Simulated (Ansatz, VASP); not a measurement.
**Ir: VASP beside Ansatz**

```
Ir
1.0
     4.90946    0.00000    0.00000
     0.00000    4.90946    0.00000
     0.00000    0.00000    4.90946
Ir
8
Direct
  0.50000 0.50000 0.50000
  0.00000 0.00000 0.00000
  0.25000 0.00000 0.50000
  0.50000 0.25000 0.00000
  0.50000 0.75000 0.00000
  0.75000 0.00000 0.50000
  0.00000 0.50000 0.75000
  0.00000 0.50000 0.25000
```

Alike in both runs: functional r2SCAN; k mesh 4 × 4 × 4; occupations gaussian, width 0.1 eV; no spin polarisation.

Ansatz relaxed the structure, and its values are those at the end. VASP's run is a single point on that final structure, the one shown.

|  | VASP | Ansatz |
| --- | --- | --- |
| version | VASP 6.6.1 | Ansatz 0.2.0 |
| potentials or method | VASP PAW PBE potentials, release 64 (Ir) | scalar-relativistic, plane waves, PAW |
| plane-wave cutoff (eV) | 520 | 500 |
| valence electrons in the cell | 72 | 136 |

Ansatz gave:

- gap on the k mesh at the Fermi level (eV): none
- pressure (GPa): 0.0

Question: What did VASP give for the same quantities?

Answer: gap on the k mesh at the Fermi level (eV): none; pressure (GPa): 2.4.

A gap of «none» marks a metal or a gap that the smearing closes. With one functional, cell and mesh, what is left measures potentials, basis and numerics. The two sets of potentials don't hold the same shells in valence.

Caveats: the PAW data sets were made with another functional, which shifts forces and pressure a little (VASP). The runs have no spin-orbit coupling, so splittings on Ir are missing.
